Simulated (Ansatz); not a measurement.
**Cu: a closer look at a trial structure**

Aim: for this structure of Cu, compute bands, density of states and charges.

Program: Ansatz 0.2.0. Level of theory: DFT PBE, scalar-relativistic, plane waves, PAW. These are calculated values, not measurements.

1 further run of the same task is left out (set aside as unsound or not needed).

## Step 1: The structure to begin with

It takes space group P6/mmm (No. 191, hexagonal). Conventional cell: a = 2.429 Å, b = 2.429 Å, c = 23.800 Å, α = 90.00°, β = 90.00°, γ = 120.00°. Cu (site symmetry 6/mmm) is surrounded by 6 Cu at 2.43 Å.

Coordinates:

```
CELL_PARAMETERS angstrom
2.41564 -0.25367 0.00000
-0.98815 2.21884 0.00000
0.00000 0.00000 23.80000
ATOMIC_POSITIONS crystal
Cu 0.00000 0.00000 0.29412
```

The cell was relaxed beforehand at this level, from a generated guess; it is a trial structure. At a tolerance of 0.05 Å it has layer group p6/mmm (No. 80); it has 5.11 Å²/atom, an uncorrected energy of +0.72 eV/atom over the standard state.

It is a sheet, periodic along a and b, with vacuum along c; volumes and pressures of the box carry no meaning, and space groups named for it are those of the box.

## Step 2: Electronic structure at the relaxed geometry

Input file input.yaml:

```yaml
crystal:
  lattice:
    - [2.4156428483, -0.2536728391, 0.0]
    - [-0.9881541322, 2.2188356611, 0.0]
    - [0.0, 0.0, 23.8]
  atoms:
    - { symbol: Cu, position: [0.0, 0.0, 0.2941176471] }
  periodic: [true, true, false]
basis:
  ecutwfc: 420
kpoints:
  mp_grid: { grid: [26, 26, 1] }
  band_path:
    path:
      - [0.0, 0.0, 0.0]
      - [0.5, -5.16e-06, 0.0]
      - [0.33333333, 0.33332817, 0.0]
      - [0.0, 0.0, 0.0]
    npoints: 14
hamiltonian:
  xc: pbe
scf:
  occupations: { method: gaussian, width: 0.1 }
  n_extra_bands: 6
output:
  forces: true
  stress: true
  eigenvalues: true
  populations: true
  dos: { projected: true, de: 0.02, nscf_kmesh: { grid: [32, 32, 1] } }
  bader: true
  write_density: true
  write_potential: true
  elf: true
  volumetric_format: npy
```

Run with:

```sh
> ansatz run input.yaml --threads 1 --pin off --max-ram 2048MiB --backend cpu --events-out ev --progress --plain --runs-dir out
```

The program printed:

```text
Warning: 16 symmetry operations that the atoms keep within the bar at which the run's group was sought (crystal.symmetry.tolerance 1.0e-5, or twice it) were not taken beside the 8 unitary ones that the detection took (of a slab, those that keep its plane). If the more symmetric cell is meant, write the vectors of crystal.lattice to more decimals, or, with the positions in fractional coordinates, give it by lengths and angles (which lays the cell in the standard orientation, to which the deck's other Cartesian keys then refer), with the lengths that are meant to be equal typed equal, the angles likewise, and each angle that the symmetry fixes typed at its exact value (of a frozen-density pass: in the run whose state it reads). The detection then takes those 16 too, where the atoms keep them as a group. The lattice (crystal.lattice as typed, or as saved on a frozen-density pass laid at its state's geometry) misses each of them by more than the tolerance, the farthest off changing a squared length by the fraction 1.8e-5. The run does not impose them: its cell is that one, or, where this deck is also told that its lattice was moved onto its group, that cell laid onto the operations that were taken. If the cell is strained on purpose, what lies past the tolerance is rightly left out.
Warning: RAYON_NUM_THREADS=1 ignored (pool sized by the plan → 1); use --threads N
scf.n_extra_bands = 6 over 10 filled bands (N_el = 19.0): the run solves 16 bands
Engine: ansatz 0.2.0, aarch64-unknown-linux-gnu
Pseudopotentials: kind: paw
Pseudopotential: Cu, paw, valence charge 19, recommended cutoff 420 eV (normal), Cu.paw.azcp
Functional definition: PBE
  parameter kappa = 0.804
  parameter beta = 0.06672455060314922
  exchange = pbe_x(kappa = kappa, mu = beta*pi^2/3)
  correlation = pbe_c(beta = beta)
Crystal: 1 atoms, lattice volume = 121.600 Å³
Basis set: ecut = 420 eV, 2305 PW (Γ), exchange–correlation on 36×36×320 points (8 copies of the dense FFT grid, shifted against one another)
Bands: 16, of which v1, the nominal top of the filled ones, is band 10 counted from 1 (9 counted from 0)
Symmetry: 8 space group operations
k-points: 183 of 676
Non-local potential: Cu, projectors of the file, l = 0: 3, l = 1: 2, l = 2: 3, l = 3: 1
PAW form: soft (Blöchl's): semilocal exchange-correlation on the pseudo side does not see the compensation charge
PAW one-centre angular grid: Cu, 590 points (default); XC on 64 Gauss nodes
Initial density: superposition of atomic densities (neutral atoms: chi_scale 0, normalization atom), corrected by the library's trained network
Initial wavefunctions: pseudopotential atomic-orbital guess
Functional: x = pbe(κ = 0.804, μ = 0.2195149727645171), c = pbe(β = 0.06672455060314922)
SCF iter   1: F=—  HF=-6624.455375 eV  |F-HF|=—  |Δ(HF+E_count)|=         —  Δρ=1.47e-3  dr2=3.21e-3  ethr=1.77e-3  ⟨swp⟩=8.1  Hψ=19097  notcnv=0  defer=22
preconditioner: auto → LDOS  [insulator: Δε(μ)=0.485 eV  Ē_g=10.643 eV  σ=0.100 eV  W_gap=0.81  n_scr=14 (ndim 8)  ℏωp=11.2 eV  f_vac=0.831  D(μ)=0.46/eV (n_scr^D=6)  ε∞_Penn≈2.1  β→1.0]
SCF iter   2: F=—  HF=-6624.456977 eV  |F-HF|=—  |Δ(HF+E_count)|=   1.60e-3  Δρ=3.82e-3  dr2=9.76e-3  ethr=1.69e-5  ⟨swp⟩=3.1  Hψ=8008  notcnv=0  defer=297
SCF iter   3: F=—  HF=-6624.455901 eV  |F-HF|=—  |Δ(HF+E_count)|=   1.08e-3  Δρ=2.00e-3  dr2=2.75e-3  ethr=1.69e-5  ⟨swp⟩=2.4  Hψ=5543  notcnv=0  defer=297
SCF iter   4: F=—  HF=-6624.455271 eV  |F-HF|=—  |Δ(HF+E_count)|=   6.30e-4  Δρ=3.49e-4  dr2=8.36e-5  ethr=1.45e-5  ⟨swp⟩=2.5  Hψ=4137  notcnv=0  defer=297
SCF iter   5: F=—  HF=-6624.455249 eV  |F-HF|=—  |Δ(HF+E_count)|=   2.19e-5  Δρ=8.49e-5  dr2=6.20e-6  ethr=4.40e-7  ⟨swp⟩=2.4  Hψ=4735  notcnv=0  defer=261
SCF iter   6: F=—  HF=-6624.455249 eV  |F-HF|=—  |Δ(HF+E_count)|=   2.82e-7  Δρ=1.18e-5  dr2=1.33e-7  ethr=3.26e-8  ⟨swp⟩=2.4  Hψ=4259  notcnv=0  defer=261
SCF iter   7: F=-6624.455249 eV  HF=-6624.455249 eV  |F-HF|=1.29e-9  |Δ(HF+E_count)|=   5.11e-8  Δρ=1.53e-6  dr2=9.44e-10  ethr=5.26e-10  ⟨swp⟩=19.7  Hψ=26549  notcnv=0
SCF 1 converged in 7 iterations: F = -6624.455249 eV  dr2 = 9.44e-10
NSCF: frozen V_eff on 43 k-points
NSCF: frozen V_eff on 273 k-points
SCF converged after 7 iterations
Free energy (F): -6624.455249 eV
Harris-Foulkes:  -6624.455249 eV  (|F-HF|=1.29e-9)
Internal energy: -6624.452951 eV  (E = F + TS)
E sigma→0 (E₀):  -6624.454100 eV
Entropy (-TS):   -0.002297 eV (-2.297 meV/atom)
Fermi energy:    -4.600185 eV
--- Per-component energies (eV) ---
  E_band       = -755.244800
  E_kinetic    = 299.869174
  E_local      = -39267.331119  (includes V_loc(G=0)·N_el)
  E_nonlocal   = 391.786745
  E_hartree    = 19194.898214
  E_xc         = -88.243276
  E_vxc        = -113.706252  (∫ρ·V_xc dr)
  E_paw        = -1664.918267  (= ΣΔE_a)
  E_vpaw       = -455.660698  (= ΣTr[D̂ρ^β])
  E_aug_tail   = 0.000301  (compensation charges beyond the density's cutoff)
  E_ewald      = 14509.485276
  E_smearing   = -0.002297  (= −TS)
  E_closure    = 0.000000  (closes the sum)
  Σ components = -6624.455249   (vs F -6624.455249, Δ=0.00e0)
--- Forces (eV/Å), atoms counted from 1 ---
  atom   1  Cu     0.00000000     0.00000000     0.00000000
  max |Σ_I F_I| component: 1.63e-30 eV/Å
--- 2D stress c σ (N/m, compression-positive) ---
        0.007532       0.000196       0.000000
        0.000196       0.007659       0.000000
        0.000000       0.000000       0.000000
  P = ½ c Tr σ = 0.0076 N/m
--- Band table (eV; the first three rows and the last of 183) ---
  k-point 0: bands = ["-116.6981", "-74.1059", "-74.1059", "-73.8563", "-11.1336", "-7.1696", "-7.1695", "-7.1084", "-5.9356", "-5.9356", "-4.3392", "-0.3607 (-0.3683°)", "0.1093 (-0.0080°)", "0.7482", "1.1626", "2.3089"]
  k-point 1: bands = ["-116.6978", "-74.1081", "-74.1065", "-73.8560", "-11.0784", "-7.1846", "-7.1488", "-7.0948", "-6.0044", "-5.9398", "-4.2330", "-0.3125 (-0.3201°)", "0.1609 (0.0426°)", "0.7975", "1.2144", "2.3575"]
  k-point 2: bands = ["-116.6970", "-74.1144", "-74.1080", "-73.8552", "-10.9143", "-7.2279", "-7.0874", "-7.0547", "-6.1727", "-5.9520", "-3.9519", "-0.1678 (-0.1752°)", "0.3157 (0.1945°)", "0.9453", "1.3697", "2.5035"]
  k-point 182: bands = ["-116.6791", "-74.2530", "-74.1426", "-73.8380", "-8.8139", "-7.6489", "-6.2436", "-6.2189", "-5.5660", "-2.9060", "1.2147", "3.8971", "6.0729", "7.7877 (7.7863°)", "8.1787", "8.5986"]
  ° read free of the cell's end (the report's vacuum.weakly_bound_levels)
--- Löwdin populations: 1 site ---
  site symbol       q [e]
     0     Cu     18.9070
  spilling = 0.004894 (of n_electrons = 19.000000)
--- Bader charges: 1 site ---
  site symbol  charge [e]  shift [e]
     0     Cu      0.0000     0.0000
  estimated error of the sums over rays = 5.4e-4 e
```

Wall time 48 s (1 thread of Arm Neoverse V2, shared host); peak memory 0.64 GiB.

By site:

| atom | Löwdin electrons | Bader charge (e) | Bader volume (Å³) |
| --- | --- | --- | --- |
| Cu1 | 18.91 | +0.00 | 21.2 |

From bands.tsv, the levels nearest the Fermi level at the path's corners, in eV from the Fermi level:

```tsv
point	band 6	band 7	band 8	band 9	band 10	band 11	band 12	band 13
Γ	-2.57	-2.57	-2.51	-1.33	-1.33	0.26	4.24	4.71
M	-3.05	-1.64	-1.62	-0.97	1.69	5.82	8.50	10.67
K	-2.88	-2.46	-2.46	-1.62	6.42	6.42	8.17	11.16
Γ	-2.57	-2.57	-2.51	-1.33	-1.33	0.26	4.24	4.71
```

Counts of states by energy window (eV from the Fermi level), total and by projection:

```csv
from,to,total,Cu 4s,Cu 3d
-6,-5,0.21,0.17,0.04
-5,-4,0.34,0.20,0.14
-4,-3,1.31,0.16,1.15
-3,-2,3.62,0.14,3.45
-2,-1,5.00,0.21,4.75
-1,0,0.44,0.13,0.29
0,1,0.31,0.15,0.06
1,2,0.43,0.13,0.04
2,3,0.40,0.07,0.02
3,4,0.33,0.04,0.01
4,5,0.42,0.02,0.00
5,6,0.79,0.01,0.00
```

A further 8 or so states lie below the table's range.

Density in a lattice plane of the grid's cell (edges 2.43 and 23.80 Å, at 0.000 of the third edge), which holds Cu.

Ten even steps from '0' (0.00 e/Å³) to '9' (54.35 e/Å³):
```
000000
000000
000000
000000
000000
000000
000000
000000
000000
000000
000000
000000
000000
920002
000000
000000
000000
000000
000000
000000
```
Columns run along the first of these edges and rows up along the second, over one cell in 6 and 20 even steps from the bottom left corner. Atoms in the plane (fractional): Cu at (0.00, 0.29).

ELF in the same plane.

Values, 12 rows by 6 columns:
```
0.00 0.00 0.00 0.00 0.00 0.00
0.00 0.00 0.00 0.00 0.00 0.00
0.00 0.00 0.00 0.00 0.00 0.00
0.00 0.00 0.00 0.00 0.00 0.00
0.00 0.00 0.00 0.00 0.00 0.00
0.00 0.00 0.00 0.00 0.00 0.00
0.00 0.00 0.00 0.00 0.00 0.00
0.19 0.18 0.19 0.24 0.19 0.18
0.18 0.17 0.19 0.22 0.19 0.17
0.00 0.00 0.00 0.00 0.00 0.00
0.00 0.00 0.00 0.00 0.00 0.00
0.00 0.00 0.00 0.00 0.00 0.00
```
Columns run along the first of these edges and rows up along the second, over one cell in 6 and 12 even steps from the bottom left corner. Atoms in the plane (fractional): Cu at (0.00, 0.29).

Both are smooth fields of the valence electrons: close to the nuclei they are not physical.

## Step 3: Results

| quantity | value |
| --- | --- |
| gap | none (metal) |
| states at the Fermi level | 0.25 per eV per cell |
| Bader charges | Cu +0.00 e |

Bands cross the Fermi level: a metal at this level of theory. Of the projected weight within 0.25 eV of the Fermi level, the largest part is Cu 4s (62 %) and Cu 3d (38 %).
